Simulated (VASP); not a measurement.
Write the native input for VASP 6.6.1 that does the following.

| Item | Value |
| --- | --- |
| Task | relaxation of cell and atoms |
| Functional | PBE |
| Potentials or basis | VASP PAW PBE potentials, release 64 (Rb_sv) |
| Cutoff | 600 eV |
| k mesh | 12 × 12 × 12 |
| Occupations | methfessel-paxton, width 0.1 eV |
| Spin | no spin polarisation |
| Further INCAR settings | ALGO = Normal; EDIFF = 1e-06; IBRION = 2; EDIFFG = -0.01; NSW = 90; ISIF = 3 |

The structure of Rb lies in POSCAR:

```
Rb
1.0
   -2.8025000000      2.8025000000      2.8025000000
    2.8025000000     -2.8025000000      2.8025000000
    2.8025000000      2.8025000000     -2.8025000000
Rb
1
Direct
    0.0000000000      0.0000000000      0.0000000000
```

The input as run:

INCAR

```
PREC = Accurate
ENCUT = 600
EDIFF = 1E-6
ISMEAR = 1
SIGMA = 0.1
LREAL = False
LASPH = True
NELM = 80
ALGO = Normal
ISIF = 3
LWAVE = False
LCHARG = False
GGA = PE
IBRION = 2
NSW = 90
EDIFFG = -0.01
```

KPOINTS

```
Automatic mesh
0
Gamma
  12 12 12
```

Potentials or basis: VASP PAW PBE potentials, release 64 (Rb_sv).

Run with:

```console
$ cat potpaw_PBE.64/Rb_sv/POTCAR > POTCAR
$ mpirun -np 1 vasp_std > vasp.out
```

Results of the run:

```
Relaxed volume                         : 90.99 Å³/atom
Relaxed cell                           : a = 4.908 Å, b = 4.908 Å, c = 4.908 Å, α = 109.47°, β = 109.47°, γ = 109.47°
Space group after relaxing (to 0.05 Å) : Im-3m (No. 229)
Energy gained by relaxing              : 1.0 meV/atom
Ionic steps                            : 3
Pressure after relaxing                : 0.0 GPa
Band gap on the k mesh                 : none (metal or under the smearing width)
```

Run time: 70 s on 1 thread of Intel(R) Xeon(R) Platinum 8559C (Emerald Rapids) (shared host), peak memory 0.28 GiB.
